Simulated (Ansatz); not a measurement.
Spin spirals in Fe3Ge (Pm-3m)

The geometry is a structure from the Materials Project, held fixed and not relaxed.

Functional, mesh and filling: LDA, 8×8×8 k mesh, Fermi–Dirac smearing of 0.03 eV. PAW means Ansatz 0.2.0 on its default frozen-core files. Site moments are integrated in spheres about the atoms.

The reference run was typed so:

```yaml
crystal:
  lattice:
    - [3.66050052, 0.0, 0.0]
    - [0.0, 3.66050052, 0.0]
    - [0.0, 0.0, 3.66050052]
  atoms:
    - { symbol: Fe, position: [0.0, 0.5, 0.5], spin: 2.1, spin_axis: [1.0, 0.0, 0.0] }
    - { symbol: Fe, position: [0.5, 0.5, 0.0], spin: 2.1, spin_axis: [1.0, 0.0, 0.0] }
    - { symbol: Fe, position: [0.5, 0.0, 0.5], spin: 2.1, spin_axis: [1.0, 0.0, 0.0] }
    - { symbol: Ge, position: [0.0, 0.0, 0.0] }
magnetization:
  noncollinear: true
  spin_spiral: { q: [0.0, 0.0, 0.0] }
kpoints:
  mp_grid: { grid: [8, 8, 8] }
scf:
  occupations: { method: fermi_dirac, width: 0.03 }
  lower_state_search: "off"
hamiltonian:
  xc: lda
  pseudopotentials: { kind: paw }
output:
  eigenvalues: false
```

Command: `ansatz run input.yaml --threads 2 --pin off --max-ram 6144MiB --backend cpu --events-out ev --progress --plain --runs-dir out`

The input for «spiral at 0.75 of the way from Γ to M» by PAW differs from it in these lines, output keys apart:

```diff
-  spin_spiral: { q: [0.0, 0.0, 0.0] }
+  spin_spiral: { q: [0.375, 0.375, 0.0] }
-  mp_grid: { grid: [8, 8, 8] }
+  mp_grid: { grid: [8, 8, 8], shift: [0.5, 0.5, 0.0] }
```

Flat spirals without spin–orbit coupling: moments start in the xy plane and turn about z by q·R from cell to cell, and their directions inside a cell are free. q runs from Γ to M = (0.500, 0.500, 0.000) in reciprocal cell vectors. Energies count from each method's run at q = 0. Each q is a vector of the k mesh, and the mesh is shifted by q/2 where needed, so that both spin components are sampled on the same points as at q = 0.

```tsv
fraction of Γ–M	q (1/Å)	ΔF PAW (meV/cell)	largest moment, PAW (μB)
0.000	0.000	0.0	2.14
0.250	0.303	?	2.16
0.500	0.607	+155.2	2.16
0.750	0.910	+259.2	2.13
1.000	1.214	?	2.09
```

Problem. What belongs in the row "1.000", column "ΔF PAW (meV/cell)"?

Solution. +340.8.

Problem. Fill in "ΔF PAW (meV/cell)" for the row "0.250".

Solution. +54.3.

q = 0 is the lowest point of the line, so the state at q = 0 is stable against these spirals.

The PAW files were made with PBE; the program remakes their cores once for the run's functional and then keeps them frozen. The Ansatz runs typed with the search for lower states off end where their start leads. These are results for the start and cell typed. The real compound can order otherwise, in a larger cell, or not at all, since semilocal functionals at zero temperature often overstate magnetism.
